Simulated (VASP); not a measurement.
Input of a VASP 6.6.1 run:

INCAR

```
  ALGO = Fast
  EDIFF = 1E-6
  ENCUT = 520
  GGA = PE
  ISIF = 2
  ISMEAR = 0
  LASPH = T
  LCHARG = F
  LREAL = F
  LWAVE = F
  NBANDS = 16
  NELM = 100
  PREC = Accurate
  SIGMA = 0.01
```

KPOINTS

```
k-points
0
Gamma
  8 8 8
```

File POSCAR:

```
InP
1.0
    0.0000000000      2.9305000000      2.9305000000
    2.9305000000      0.0000000000      2.9305000000
    2.9305000000      2.9305000000      0.0000000000
In P
1 1
Direct
    0.0000000000      0.0000000000      0.0000000000
    0.2500000000      0.2500000000      0.2500000000
```

Potentials or basis: VASP PAW PBE potentials, release 64 (In_d, P).

Command:

```console
$ cat potpaw_PBE.64/In_d/POTCAR potpaw_PBE.64/P/POTCAR > POTCAR
$ mpirun -np 1 vasp_std > vasp.out
```

(1) What does it give for the band gap on the k mesh?

(2) Estimate the pressure.

## Answers

(1) 0.71 eV, direct.

(2) 3.2 GPa.

Caveat: spin-orbit coupling is left out, which moves the levels of the heavy elements.
